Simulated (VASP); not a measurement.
# ZrC (Fm-3m) in VASP: further runs, part 3 of 3

VASP 6.6.1.

## 5. Electric field gradients, LDA

The input, INCAR:

```
PREC = Accurate
ENCUT = 520
EDIFF = 1E-8
ISMEAR = -1
SIGMA = 0.05
LREAL = False
LASPH = True
NELM = 80
ALGO = Normal
ISIF = 2
LWAVE = False
LCHARG = False
GGA = CA
LEFG = True
NBANDS = 15
```

The input, KPOINTS:

```
regular mesh
0
Gamma
  15 15 15
```

The input, POSCAR:

```
ZrC
1.0
    0.0000000000      2.3502100000      2.3502100000
    2.3502100000      0.0000000000      2.3502100000
    2.3502100000      2.3502100000      0.0000000000
Zr C
1 1
Direct
    0.5000000000      0.5000000000      0.5000000000
    0.0000000000      0.0000000000      0.0000000000
```

Potentials or basis: VASP PAW LDA potentials, release 64 (Zr_sv, C).

Started as:

```sh
> cat potpaw_LDA.64/Zr_sv/POTCAR potpaw_LDA.64/C/POTCAR > POTCAR
> mpirun -np 1 vasp_std > vasp.out
```

OUTCAR:

```text
PREC = Accurate
   ENCUT = 520
   EDIFF = 1E-8
   ISMEAR = -1
   LREAL = False
   LASPH = True
   NELM = 80
   ISIF = 2
   GGA = CA

 ion  position               nearest neighbor table
   1  0.500  0.500  0.500-   2 2.35   2 2.35   2 2.35   2 2.35   2 2.35   2 2.35
   2  0.000  0.000  0.000-   1 2.35   1 2.35   1 2.35   1 2.35   1 2.35   1 2.35

  LATTYP: Found a face centered cubic cell.
 ALAT       =     4.7004200000

  Lattice vectors:

 A1 = (   0.0000000000,   2.3502100000,   2.3502100000)
 A2 = (   2.3502100000,   0.0000000000,   2.3502100000)
 A3 = (   2.3502100000,   2.3502100000,   0.0000000000)

Analysis of symmetry for initial positions (statically):
=====================================================================
 Subroutine PRICEL returns:
 Original cell was already a primitive cell.

 Routine SETGRP: Setting up the symmetry group for a
 face centered cubic supercell.

 Subroutine GETGRP returns: Found 48 space group operations
 (whereof 48 operations were pure point group operations)
 out of a pool of 48 trial point group operations.

The static configuration has the point symmetry O_h .

Analysis of symmetry for dynamics (positions and initial velocities):
=====================================================================
 Subroutine PRICEL returns:
 Original cell was already a primitive cell.

 Routine SETGRP: Setting up the symmetry group for a
 face centered cubic supercell.

 Subroutine GETGRP returns: Found 48 space group operations
 (whereof 48 operations were pure point group operations)
 out of a pool of 48 trial point group operations.

The dynamic configuration has the point symmetry O_h .

 Subroutine INISYM returns: Found 48 space group operations
 (whereof 48 operations are pure point group operations),
 and found     1 'primitive' translations

----------------------------------------------------------------------------------------

                                     Primitive cell

  volume of cell :      25.9627

  direct lattice vectors                    reciprocal lattice vectors
     0.000000000  2.350210000  2.350210000    -0.212746946  0.212746946  0.212746946
     2.350210000  0.000000000  2.350210000     0.212746946 -0.212746946  0.212746946
     2.350210000  2.350210000  0.000000000     0.212746946  0.212746946 -0.212746946

  length of vectors
     3.323698856  3.323698856  3.323698856     0.368488520  0.368488520  0.368488520

  position of ions in fractional coordinates (direct lattice)
     0.500000000  0.500000000  0.500000000
     0.000000000  0.000000000  0.000000000

  ion indices of the primitive-cell ions
   primitive index   ion index
                 1           1
                 2           2

----------------------------------------------------------------------------------------

 KPOINTS: regular mesh
[... 84 lines left out ...]
   EFERMI_NEDOS =   21; number of points for ismear=-14 and -15
   IALGO  =     38    algorithm
   IMIX   =      4    mixing-type and parameters
     AMIX     =   0.40;   BMIX     =  1.00
     AMIX_MAG =   1.60;   BMIX_MAG =  1.00
  volume/ion in A,a.u.               =      12.98        87.60
  Fermi-wavevector in a.u.,A,eV,Ry     =   1.393151  2.632673 26.407131  1.940869
  Thomas-Fermi vector in A             =   2.516825
   LORBIT       =      0    0 simple, 1 ext, 2 COOP (PROOUT), +10 PAW based schemes
   GGA     = CA    functional components
   LHFCALC =     F    Hartree Fock is set to
   AEXX    =    0.0000 exact exchange contribution
   IVDW    =     0    specifies the selected vdW correction
   LEPSILON=     F    determine dielectric tensor
   LRPA    =     F    only Hartree local field effects (RPA)
 non-spin polarized calculation
  energy-cutoff  :      520.00
  volume of cell :       25.96
 maximum number of plane-waves:       725
 NGX is ok and might be reduce to    28
   NGX = 13   NGY = 13   NGZ = 13

 number of electron      16.0000000 magnetization

 Free energy of the ion-electron system (eV)
  ---------------------------------------------------
  ext. energy  EPLUGINS =         0.00000000
  ---------------------------------------------------
  free energy    TOTEN  =       -21.25646557 eV

  energy without entropy =      -21.25394665  energy(sigma->0) =      -21.25520611

 E-fermi :   9.4335     XC(G=0): -12.3585

 val. band max:        9.4161901749   @ k =   0.3333   0.2667   0.0000
 cond. band min:       9.4528173090   @ k =   0.4000   0.3333   0.0000
 fundamental gap:      0.0366271340
 Fermi energy:         9.4334686878

 k-point     1 :       0.0000    0.0000    0.0000
  band No.  band energies     occupation
      1     -38.3569      2.00000
      2     -16.2167      2.00000
      3     -16.2167      2.00000
      4     -16.2167      2.00000
      5      -1.7063      2.00000
      6      10.3879      0.00000
      7      10.3879      0.00000
      8      10.3879      0.00000
      9      10.4814      0.00000
     10      10.4814      0.00000
     11      10.4814      0.00000
     12      12.2419      0.00000
     13      12.2419      0.00000
     14      16.8378      0.00000
[... 401 lines left out ...]
      2     -16.4640      2.00000
      3     -16.2888      2.00000
      4     -16.2794      2.00000
      5      -0.9127      2.00000
      6       7.1170      2.00000
      7       8.7351      2.00000
      8       8.9935      1.99970
      9       9.9733      0.00004
     10      12.3565      0.00000
     11      12.7565      0.00000
     12      13.3957      0.00000
     13      15.3462      0.00000
     14      18.8369      0.00000
     15      22.0741      0.00000

 [... further k-points ...]

------------------------ aborting loop because EDIFF is reached ----------------------------------------

  FORCE on cell =-STRESS in cart. coord.  units (eV):
  Direction    XX          YY          ZZ          XY          YZ          ZX
  --------------------------------------------------------------------------------------
  -------------------------------------------------------------------------------------
  Total       -1.3099967     -1.3099967     -1.3099967     -0.0000000     -0.0000000      0.0000000
  in kB      -80.8408303    -80.8408303    -80.8408303     -0.0000000     -0.0000000      0.0000000
  external PRESSURE =     -80.8408303 kB  Pullay stress =       0.0000000 kB

 VOLUME and BASIS-vectors are now :
 -----------------------------------------------------------------------------
  energy-cutoff  :      520.00
  volume of cell :       25.96
      direct lattice vectors                 reciprocal lattice vectors
     0.000000000  2.350210000  2.350210000    -0.212746946  0.212746946  0.212746946
     2.350210000  0.000000000  2.350210000     0.212746946 -0.212746946  0.212746946
     2.350210000  2.350210000  0.000000000     0.212746946  0.212746946 -0.212746946

 POSITION                                       TOTAL-FORCE (eV/Angst)
 -----------------------------------------------------------------------------------
      2.35021      2.35021      2.35021         0.000000     -0.000000     -0.000000
      0.00000      0.00000      0.00000        -0.000000      0.000000      0.000000
 -----------------------------------------------------------------------------------
    total drift:                                0.000000      0.000000      0.000000

  FREE ENERGIE OF THE ION-ELECTRON SYSTEM (eV)
  ---------------------------------------------------
  free  energy   TOTEN  =       -21.2564655697 eV

  energy  without entropy=      -21.2539466535  energy(sigma->0) =      -21.25520611

 Electric field gradients (V/A^2)
---------------------------------------------------------------------
 ion       V_xx      V_yy      V_zz      V_xy      V_xz      V_yz
---------------------------------------------------------------------
   1      -0.000    -0.000    -0.000    -0.000    -0.000    -0.000
   2       0.000     0.000    -0.000    -0.000    -0.000    -0.000
---------------------------------------------------------------------

 Electric field gradients after diagonalization (V/A^2)
 (convention: |V_zz| > |V_xx| > |V_yy|)
----------------------------------------------------------------------
 ion       V_xx      V_yy      V_zz     asymmetry (V_yy - V_xx)/ V_zz
----------------------------------------------------------------------
   1       0.000     0.000    -0.000       0.000
   2       0.000     0.000    -0.000       0.000
----------------------------------------------------------------------

           NMR quadrupolar parameters

 Cq : quadrupolar parameter    Cq=e*Q*V_zz/h
 eta: asymmetry parameters     (V_yy - V_xx)/ V_zz
 Q  : nuclear electric quadrupole moment in mb (millibarn)
----------------------------------------------------------------------
 ion       Cq(MHz)       eta       Q (mb)
----------------------------------------------------------------------
   1      -0.000       0.000       1.000
   2      -0.000       0.000       1.000
----------------------------------------------------------------------
```

Wall time 47 s (1 thread of Intel Xeon Platinum 8488C (Sapphire Rapids), shared host); peak memory 0.17 GiB.

Results:

```
Free energy            : -21.2565 eV
Pressure               : -8.1 GPa
Band gap on the k mesh : none (metal or under the smearing width)
```

Electric field gradients, principal values (V/Å²):
```
atom    Vxx    Vyy    Vzz
1 Zr  0.000  0.000  0.000
 2 C  0.000  0.000  0.000
```

## 6. The runs side by side

```csv
level,potentials or basis,spin,cell,k mesh,gap on the mesh (eV),pressure (GPa)
PBE,"VASP PAW PBE potentials, release 64 (Zr_sv, C)",off,"atom 1 (Zr) moved by [0.141421, 0.141421, 0.0] A, PAW files",15 × 15 × 15,none,4.5
PBE,"VASP PAW PBE potentials, release 64 (Zr_sv, C)",off,as given,8 × 8 × 8,none,1.4
PBE,"VASP PAW PBE potentials, release 64 (Zr_sv, C)","non-collinear, zero start, SOC",as given,15 × 15 × 15,-,1.4
LDA,"VASP PAW LDA potentials, release 64 (Zr_sv, C)",off,as given,15 × 15 × 15,none,-8.1
```

Alike in all rows: task electric field gradients; cutoff (eV) 520; smearing fermi-dirac 0.05 eV.

Caveats: forces of over 1 eV/Å show positions far from the minimum, so gaps and moduli don't describe the material at rest (some runs).

Absolute energies hang on the potentials; compare differences alone.
